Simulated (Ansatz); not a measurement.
ZnO built on the h-MgO prototype: a relaxation of cell and atoms in the plane-wave code Ansatz (LDA). The starting cell comes from a relaxation with PBE.

```yaml
crystal:
  lattice:
    - [3.4443157165, 0.0, 0.0]
    - [-1.7221578583, 2.9828649092, 0.0]
    - [0.0, 0.0, 4.6180208387]
  atoms:
    - { symbol: Zn, position: [0.3333333333, 0.6666666667, 0.25] }
    - { symbol: Zn, position: [0.6666666667, 0.3333333333, 0.75] }
    - { symbol: O, position: [0.6666666667, 0.3333333333, 0.25] }
    - { symbol: O, position: [0.3333333333, 0.6666666667, 0.75] }
kpoints:
  mp_grid: { grid: [12, 12, 6] }
hamiltonian:
  xc: lda
scf:
  occupations: { method: fermi_dirac, width: 0.02 }
relax:
  f_tol: 0.005
  cell: {}
```

Some lines of the output have been replaced by numbered gaps.
```
Pseudopotential: Zn, paw, valence charge 12, recommended cutoff 420 eV (normal)
Pseudopotential: O, paw, valence charge 6, recommended cutoff 420 eV (normal)
Functional definition: SPW92
Crystal: 4 atoms, lattice volume = 47.445 Å³
[1]
Bands: 22, of which v1, the nominal top of the filled ones, is band 18 counted from 1 (17 counted from 0)
[2]
preconditioner: auto → Resta (q_TF=auto, 2.606 Å⁻¹)  ε∞=7.9  [insulator: Δε(μ)=0.705 eV  σ=0.020 eV  ℏωp=32.3 eV]
relax step 1: F+E_penalty+E_count = -7603.53782105 eV  P = -11.755 GPa  Ω = 47.445 Å³
--- Relaxed structure (7 steps of the walk, 7 accepted, 2 SCFs on fresh bases) ---
[3]
```

Question: Fill in the blanks. They hold the relaxed structure, the symmetry found, cutoff and plane waves at Γ.

Answer:
```
[1]
Basis set: ecut = 420 eV, 939 PW (Γ)
[2]
Symmetry: 24 space group operations
Space group: P63/mmc (ITA 194)
[3]
  F+E_penalty+E_count = -7603.69050487 eV
  cell:  # Å, volume = 43.5116 Å³
    - [3.368348, 0.000000, 0.000000]
    - [-1.684174, 2.917075, 0.000000]
    - [0.000000, 0.000000, 4.428336]
  atoms:
    - { symbol: Zn, position: [0.333333, 0.666667, 0.250000] }
    - { symbol: Zn, position: [0.666667, 0.333333, 0.750000] }
    - { symbol: O, position: [0.666667, 0.333333, 0.250000] }
    - { symbol: O, position: [0.333333, 0.666667, 0.750000] }
```
The trailing digits, and the zero of the energies, depend on the potentials and thresholds.

Run as `ansatz run input.yaml --threads 2 --pin off --max-ram 2211MiB --backend cpu --events-out ev --progress --plain --runs-dir out`.

The cell comes from a prototype generator: it can be a known phase or a hypothetical one. Spin polarisation is off.
